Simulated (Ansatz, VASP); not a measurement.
# Two plane-wave programs on Au

Contents of INCAR:

```
PREC = Accurate
ENCUT = 520
EDIFF = 1E-6
ISMEAR = -1
SIGMA = 0.1
LREAL = False
LASPH = True
NELM = 100
ALGO = Normal
ISIF = 2
LWAVE = False
LCHARG = False
GGA = CA
NBANDS = 12
```

KPOINTS

```
regular mesh
0
Gamma
  11 11 11
```

File POSCAR:

```
Au
1.0
    0.0000000000      2.0229622709      2.0229622709
    2.0229622709      0.0000000000      2.0229622709
    2.0229622709      2.0229622709      0.0000000000
Au
1
Direct
    0.0000000000      0.0000000000      0.0000000000
```

Input for Ansatz:

```yaml
crystal:
  lattice:
    - [0.0, 2.0229622709, 2.0229622709]
    - [2.0229622709, 0.0, 2.0229622709]
    - [2.0229622709, 2.0229622709, 0.0]
  atoms:
    - { symbol: Au, position: [0.0, 0.0, 0.0] }
hamiltonian:
  xc: lda
  pseudopotentials:
    kind: paw
    azcp:
      Au: "pseudopotentials/Au.paw.azcp"
basis:
  ecutwfc: 420
  fft_grid_basis: typed
kpoints:
  mp_grid: { grid: [11, 11, 11], shift: [0, 0, 0] }
magnetization:
  spin_polarized: false
scf:
  occupations: { method: fermi_dirac, width: 0.1 }
  lower_state_search: "off"
output:
  stress: true
```

Alike in both runs: task single point; functional LDA; k mesh 11 × 11 × 11; occupations fermi-dirac, width 0.1 eV; no spin polarisation.

|  | VASP | Ansatz |
| --- | --- | --- |
| version | VASP 6.6.1 | Ansatz 0.2.0 |
| potentials or method | VASP PAW LDA potentials, release 64 (Au) | plane waves (420 eV) with PAW, scalar-relativistic |
| plane-wave cutoff (eV) | 520 | 420 |
| valence electrons in the cell | 11 | 19 |

```csv
,VASP,Ansatz,Ansatz less VASP
pressure (GPa),0.6,0.1,-0.50
```

The two sets of potentials don't hold the same shells in valence. Ansatz warned: «pseudo_functional_mismatch».

The runs have no spin-orbit coupling, so splittings on Au are missing.
